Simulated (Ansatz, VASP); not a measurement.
## HfN: VASP beside Ansatz

```
Hf N
1.0
     0.00000    2.15686    2.15686
     2.15686    0.00000    2.15686
     2.15686    2.15686    0.00000
Hf N
1 1
Direct
  0.00000 0.00000 0.00000
  0.50000 0.50000 0.50000
```

Change from the starting cell: volume scaled by 0.88, PAW files.

Alike in both runs: task single point; functional PBEsol; k mesh 15 × 15 × 15; occupations fermi-dirac, width 0.08 eV; no spin polarisation.

|  | VASP | Ansatz |
| --- | --- | --- |
| version | VASP 6.6.1 | Ansatz 0.2.0 |
| potentials or method | VASP PAW PBE potentials, release 64 (Hf_pv, N) | PAW with Ansatz's default frozen-core files, scalar-relativistic |
| plane-wave cutoff (eV) | 520 | 420 |
| valence electrons in the cell | 15 | 31 |

```tsv
	VASP	Ansatz	Ansatz less VASP
pressure (GPa)	45.6	47.7	+2.08
```

The two sets of potentials don't hold the same shells in valence.

Caveats: so large a pressure means that the cell lies far from this level's equilibrium, or that cutoff or potentials fall short (VASP); the potentials were made for another functional, which shifts forces and pressure (VASP). The runs have no spin-orbit coupling, so splittings on Hf are missing.
